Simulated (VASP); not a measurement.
# InPd in VASP: reference runs

Reference runs on InPd: the cell as given.

All numbers are computed with VASP 6.6.1; they aren't measurements. Logs are shortened: lines on timing, memory, paths and dates and some standing lists are left out, and cuts for length are marked.

## Step 1: The cell of the first run

The cell holds a slab with vacuum, 8 atoms: a = 3.272 Å, b = 3.272 Å, c = 26.452 Å, α = 90.00°, β = 90.00°, γ = 90.00°.

## Step 2: Single point, PBE (the (1 0 0) slab of InPd, cut from the database cell, not relaxed)

File INCAR:

```
SYSTEM = InPd
  PREC = Accurate
  ENCUT = 520
  EDIFF = 1E-7
  ISMEAR = -1
  SIGMA = 0.05
  LREAL = .False.
  LASPH = .True.
  NELM = 100
  ALGO = Normal
  ISIF = 2
  LWAVE = .False.
  LCHARG = .True.
  LDIPOL = .True.
  IDIPOL = 3
  DIPOL = 0.5 0.5 0.500
  GGA = PE
  LELF = .True.
  LVHAR = .True.
  LVACPOTAV = .True.
  NBANDS = 56
```

File KPOINTS:

```
regular mesh
0
Gamma
  8 8 1
  0 0 0
```

File POSCAR:

```
InPd
1.0
    3.2718847800      0.0000000000      0.0000000000
    0.0000000000      3.2718847800      0.0000000000
    0.0000000000      0.0000000000     26.4515967300
Pd In
4 4
Direct
    0.5000000000      0.5000000000      0.2835367587
    0.5000000000      0.5000000000      0.4072300395
    0.5000000000      0.5000000000      0.5309233202
    0.5000000000      0.5000000000      0.6546166009
    0.0000000000      0.0000000000      0.3453833991
    0.0000000000      0.0000000000      0.4690766798
    0.0000000000      0.0000000000      0.5927699605
    0.0000000000      0.0000000000      0.7164632413
```

Potentials or basis: VASP PAW PBE potentials, release 64 (Pd, In_d).

The run is started by

```sh
$ cat potpaw_PBE.64/Pd/POTCAR potpaw_PBE.64/In_d/POTCAR > POTCAR
$ mpirun -np 1 vasp_std > vasp.out
```

OUTCAR:

```text
SYSTEM = InPd
   PREC = Accurate
   ENCUT = 520
   EDIFF = 1E-7
   ISMEAR = -1
   LREAL = .False.
   LASPH = .True.
   NELM = 100
   ISIF = 2
   GGA = PE

 ion  position               nearest neighbor table
   1  0.500  0.500  0.284-   5 2.83   5 2.83   5 2.83   5 2.83   2 3.27
   2  0.500  0.500  0.407-   6 2.83   6 2.83   6 2.83   6 2.83   5 2.83   5 2.83   5 2.83   5 2.83
                             3 3.27   1 3.27
   3  0.500  0.500  0.531-   7 2.83   7 2.83   7 2.83   7 2.83   6 2.83   6 2.83   6 2.83   6 2.83
                             4 3.27   2 3.27
   4  0.500  0.500  0.655-   7 2.83   8 2.83   7 2.83   8 2.83   7 2.83   8 2.83   7 2.83   8 2.83
                             3 3.27
   5  0.000  0.000  0.345-   1 2.83   2 2.83   1 2.83   2 2.83   1 2.83   2 2.83   1 2.83   2 2.83
                             6 3.27
   6  0.000  0.000  0.469-   2 2.83   2 2.83   2 2.83   2 2.83   3 2.83   3 2.83   3 2.83   3 2.83
                             5 3.27   7 3.27
   7  0.000  0.000  0.593-   3 2.83   3 2.83   3 2.83   3 2.83   4 2.83   4 2.83   4 2.83   4 2.83
                             6 3.27   8 3.27
   8  0.000  0.000  0.716-   4 2.83   4 2.83   4 2.83   4 2.83   7 3.27

  LATTYP: Found a simple tetragonal cell.
 ALAT       =     3.2718847800
 C/A-ratio  =     8.0845135170

  Lattice vectors:

 A1 = (   3.2718847800,   0.0000000000,   0.0000000000)
 A2 = (   0.0000000000,   3.2718847800,   0.0000000000)
 A3 = (   0.0000000000,   0.0000000000,  26.4515967300)

Analysis of symmetry for initial positions (statically):
=====================================================================
 Subroutine PRICEL returns:
 Original cell was already a primitive cell.

 Routine SETGRP: Setting up the symmetry group for a
 simple tetragonal supercell.

 Subroutine GETGRP returns: Found  8 space group operations
 (whereof  8 operations were pure point group operations)
 out of a pool of 16 trial point group operations.

The static configuration has the point symmetry C_4v.

Analysis of symmetry for dynamics (positions and initial velocities):
=====================================================================
 Subroutine PRICEL returns:
 Original cell was already a primitive cell.

 Routine SETGRP: Setting up the symmetry group for a
 simple tetragonal supercell.

 Subroutine GETGRP returns: Found  8 space group operations
 (whereof  8 operations were pure point group operations)
 out of a pool of 16 trial point group operations.

The dynamic configuration has the point symmetry C_4v.

 Subroutine INISYM returns: Found  8 space group operations
 (whereof  8 operations are pure point group operations),
 and found     1 'primitive' translations

----------------------------------------------------------------------------------------

                                     Primitive cell

  volume of cell :     283.1704

  direct lattice vectors                    reciprocal lattice vectors
     3.271884780  0.000000000  0.000000000     0.305634234  0.000000000  0.000000000
     0.000000000  3.271884780  0.000000000     0.000000000  0.305634234  0.000000000
     0.000000000  0.000000000 26.451596730     0.000000000  0.000000000  0.037804901

  length of vectors
     3.271884780  3.271884780 26.451596730     0.305634234  0.305634234  0.037804901

  position of ions in fractional coordinates (direct lattice)
     0.500000000  0.500000000  0.283536759
     0.500000000  0.500000000  0.407230039
     0.500000000  0.500000000  0.530923320
     0.500000000  0.500000000  0.654616601
     0.000000000  0.000000000  0.345383399
     0.000000000  0.000000000  0.469076680
     0.000000000  0.000000000  0.592769961
     0.000000000  0.000000000  0.716463241

  ion indices of the primitive-cell ions
   primitive index   ion index
                 1           1
                 2           2
                 3           3
                 4           4
                 5           5
                 6           6
                 7           7
                 8           8

----------------------------------------------------------------------------------------

 KPOINTS: regular mesh

Automatic generation of k-mesh.
 Grid dimensions read from file:
 generate k-points for:    8    8    1

 Generating k-lattice:

  Cartesian coordinates                     Fractional coordinates (reciprocal lattice)
     0.038204279  0.000000000  0.000000000     0.125000000  0.000000000  0.000000000
     0.000000000  0.038204279  0.000000000     0.000000000  0.125000000  0.000000000
     0.000000000  0.000000000  0.037804901     0.000000000  0.000000000  1.000000000

  Length of vectors
     0.038204279  0.038204279  0.037804901

  Shift w.r.t. Gamma in fractional coordinates (k-lattice)
     0.000000000  0.000000000  0.000000000

 Subroutine IBZKPT returns following result:
 ===========================================

 Found     15 irreducible k-points:

 Following reciprocal coordinates:
            Coordinates               Weight
  0.000000  0.000000  0.000000      1.000000
  0.125000  0.000000  0.000000      4.000000
  0.250000  0.000000  0.000000      4.000000
  0.375000  0.000000  0.000000      4.000000
  0.500000  0.000000  0.000000      2.000000
  0.125000  0.125000  0.000000      4.000000
  0.250000  0.125000  0.000000      8.000000
  0.375000  0.125000  0.000000      8.000000
  0.500000  0.125000  0.000000      4.000000
  0.250000  0.250000  0.000000      4.000000
  0.375000  0.250000  0.000000      8.000000
  0.500000  0.250000  0.000000      4.000000
  0.375000  0.375000  0.000000      4.000000
  0.500000  0.375000  0.000000      4.000000
  0.500000  0.500000  0.000000      1.000000
   k-points           NKPTS =     15   k-points in BZ     NKDIM =     15   number of bands    NBANDS=     56
   number of dos      NEDOS =    301   number of ions     NIONS =      8
   total plane-waves  NPLWV = 115200
   dimension x,y,z NGX =    24 NGY =   24 NGZ =  200
   dimension x,y,z NGXF=    48 NGYF=   48 NGZF=  400
   ions per type =               4   4
   NGX,Y,Z   is equivalent  to a cutoff of  12.19, 12.19, 12.57 a.u.
   NGXF,Y,Z  is equivalent  to a cutoff of  24.39, 24.39, 25.14 a.u.
 SYSTEM =  InPd
   PREC   = accura    normal or accurate (medium, high low for compatibility)
   ISTART =      0    job   : 0-new  1-cont  2-samecut
   ICHARG =      2    charge: 1-file 2-atom 10-const
   ISPIN  =      1    spin polarized calculation?
   LNONCOLLINEAR =      F non collinear calculations
   LSORBIT =      F    spin-orbit coupling
   LASPH  =      T    aspherical Exc in radial PAW
   ENCUT  =  520.0 eV  38.22 Ry    6.18 a.u.   6.08  6.08 49.18*2*pi/ulx,y,z
   NELM   =    100;   NELMIN=  2; NELMDL= -5     # of ELM steps
   EDIFF  = 0.1E-06   stopping-criterion for ELM
   LREAL  =      F    real-space projection
   EDIFFG = 0.1E-05   stopping-criterion for IOM
   NSW    =      0    number of steps for IOM
   IBRION =     -1    ionic relax: 0-MD 1-quasi-New 2-CG
   NFREE  =      0    steps in history (QN), initial steepest desc. (CG)
   ISIF   =      2    stress and relaxation
   ISYM   =      2    0-nonsym 1-usesym 2-fastsym
   POTIM  = 0.5000    time-step for ionic-motion
   TEBEG  =    0.0;   TEEND  =   0.0 temperature during run
   PSTRESS=    0.0 pullay stress
   NELECT =      92.0000    total number of electrons
   NUPDOWN=      -1.0000    fix difference up-down
   EMIN   =  10.00;   EMAX   =-10.00  energy-range for DOS
   EFERMI =   0.00;   METHOD = LEGACY
   ISMEAR =    -1;   SIGMA  =   0.05  broadening in eV -4-tet -1-fermi 0-gaus
   EFERMI_NEDOS =   21; number of points for ismear=-14 and -15
   IALGO  =     38    algorithm
   IMIX   =      4    mixing-type and parameters
     AMIX     =   0.40;   BMIX     =  1.00
     AMIX_MAG =   1.60;   BMIX_MAG =  1.00
  volume/ion in A,a.u.               =      35.40       238.87
  Fermi-wavevector in a.u.,A,eV,Ry     =   1.125438  2.126769 17.233277  1.266610
  Thomas-Fermi vector in A             =   2.262115
   LORBIT       =      0    0 simple, 1 ext, 2 COOP (PROOUT), +10 PAW based schemes
   GGA     = PE    functional components
   LHFCALC =     F    Hartree Fock is set to
   AEXX    =    0.0000 exact exchange contribution
   IVDW    =     0    specifies the selected vdW correction
   LEPSILON=     F    determine dielectric tensor
   LRPA    =     F    only Hartree local field effects (RPA)
 non-spin polarized calculation
  energy-cutoff  :      520.00
  volume of cell :      283.17
 maximum number of plane-waves:      7704
   NGX = 13   NGY = 13   NGZ = 99

 dipolmoment           0.000000      0.000000      0.007245 electrons x Angstroem

 number of electron      91.9999980 magnetization

 dipolmoment           0.000000      0.000000     -0.031846 electrons x Angstroem

 Free energy of the ion-electron system (eV)
  ---------------------------------------------------
  ext. energy  EPLUGINS =         0.00000000
  ---------------------------------------------------
  free energy    TOTEN  =       -33.30724971 eV

  energy without entropy =      -33.28487880  energy(sigma->0) =      -33.29606425

 E-fermi :   2.9693     XC(G=0):  -6.8051

 val. band max:        2.9510806057   @ k =   0.5000   0.1250   0.0000
 cond. band min:       3.0529287544   @ k =   0.2500   0.1250   0.0000
 fundamental gap:      0.1018481487
 Fermi energy:         2.9692622238

 k-point     1 :       0.0000    0.0000    0.0000
  band No.  band energies     occupation
      1     -11.9807      2.00000
      2     -11.9134      2.00000
      3     -11.8959      2.00000
      4     -11.7615      2.00000
      5     -11.7395      2.00000
      6     -11.6649      2.00000
[... 48 lines left out ...]
     55       8.6719      0.00000
     56       8.7721      0.00000

 k-point     2 :       0.1250    0.0000    0.0000
  band No.  band energies     occupation
      1     -11.9490      2.00000
      2     -11.8892      2.00000
      3     -11.8595      2.00000
      4     -11.7282      2.00000
      5     -11.7149      2.00000
      6     -11.6967      2.00000
[... 48 lines left out ...]
     55       8.1926      0.00000
     56       9.0056      0.00000

 k-point     3 :       0.2500    0.0000    0.0000
  band No.  band energies     occupation
      1     -11.9142      2.00000
      2     -11.8246      2.00000
      3     -11.7750      2.00000
      4     -11.7662      2.00000
      5     -11.6729      2.00000
      6     -11.6702      2.00000
[... 641 lines left out ...]
 k-point    14 :       0.5000    0.3750    0.0000
  band No.  band energies     occupation
      1     -11.8904      2.00000
      2     -11.8326      2.00000
      3     -11.8023      2.00000
      4     -11.8018      2.00000
      5     -11.7236      2.00000
      6     -11.7186      2.00000
[... 48 lines left out ...]
     55       6.7306      0.00000
     56       7.0372      0.00000

 k-point    15 :       0.5000    0.5000    0.0000
  band No.  band energies     occupation
      1     -11.9190      2.00000
      2     -11.8288      2.00000
      3     -11.8228      2.00000
      4     -11.8228      2.00000
      5     -11.7165      2.00000
      6     -11.7165      2.00000
[... 48 lines left out ...]
     55       6.3845      0.00000
     56       7.0172      0.00000

------------------------ aborting loop because EDIFF is reached ----------------------------------------

  FORCE on cell =-STRESS in cart. coord.  units (eV):
  Direction    XX          YY          ZZ          XY          YZ          ZX
  --------------------------------------------------------------------------------------
  -------------------------------------------------------------------------------------
  Total        1.1193364      1.1193364      0.9957698      0.0000000      0.0000000      0.0000000
  in kB        6.3332018      6.3332018      5.6340623      0.0000000      0.0000000      0.0000000
  external PRESSURE =       6.1001553 kB  Pullay stress =       0.0000000 kB

 VOLUME and BASIS-vectors are now :
 -----------------------------------------------------------------------------
  energy-cutoff  :      520.00
  volume of cell :      283.17
      direct lattice vectors                 reciprocal lattice vectors
     3.271884780  0.000000000  0.000000000     0.305634234  0.000000000  0.000000000
     0.000000000  3.271884780  0.000000000     0.000000000  0.305634234  0.000000000
     0.000000000  0.000000000 26.451596730     0.000000000  0.000000000  0.037804901

 POSITION                                       TOTAL-FORCE (eV/Angst)
 -----------------------------------------------------------------------------------
      1.63594      1.63594      7.50000        -0.000000     -0.000000      0.764263
      1.63594      1.63594     10.77188         0.000000      0.000000      0.231416
      1.63594      1.63594     14.04377        -0.000000     -0.000000     -0.197847
      1.63594      1.63594     17.31565        -0.000000     -0.000000     -0.078512
      0.00000      0.00000      9.13594        -0.000000     -0.000000     -1.109718
      0.00000      0.00000     12.40783        -0.000000     -0.000000     -0.030772
      0.00000      0.00000     15.67971        -0.000000     -0.000000      0.149364
      0.00000      0.00000     18.95160        -0.000000     -0.000000      0.271806
 -----------------------------------------------------------------------------------
    total drift:                                0.000000     -0.000000     -0.001004

  FREE ENERGIE OF THE ION-ELECTRON SYSTEM (eV)
  ---------------------------------------------------
  free  energy   TOTEN  =       -33.3072497096 eV

  energy  without entropy=      -33.2848788002  energy(sigma->0) =      -33.29606425

 vacuum level on the upper side and lower side of the slab         7.036         7.574
```

Wall time 3.8 min (1 thread of Intel Xeon 6975P-C (Granite Rapids), shared host); peak memory 0.44 GiB.

Results:

```
Free energy                     : -33.3072 eV
Largest force                   : 1.110 eV/Å
Band gap on the k mesh          : none (metal or under the smearing width)
Work function of the upper face : 4.07 eV
Work function of the lower face : 4.60 eV
```

Forces on the atoms (eV/Å):
```
Pd   0.000  0.000  0.764
Pd   0.000  0.000  0.231
Pd   0.000  0.000 -0.198
Pd   0.000  0.000 -0.079
In   0.000  0.000 -1.110
In   0.000  0.000 -0.031
In   0.000  0.000  0.149
In   0.000  0.000  0.272
```

Levels at points of the mesh, in eV from the Fermi level:
| k point | band 43 | band 44 | band 45 | band 46 | band 47 | band 48 | band 49 | band 50 |
| --- | --- | --- | --- | --- | --- | --- | --- | --- |
| (0.00, 0.00, 0.00) | -1.59 | -1.25 | -1.05 | -0.76 | 0.30 | 1.89 | 3.26 | 4.06 |
| (0.50, 0.00, 0.00) | -1.45 | -1.38 | -1.14 | -1.02 | -0.67 | -0.59 | -0.33 | 2.51 |
| (0.50, 0.50, 0.00) | -0.18 | -0.18 | -0.17 | 0.52 | 1.18 | 1.35 | 1.35 | 1.48 |
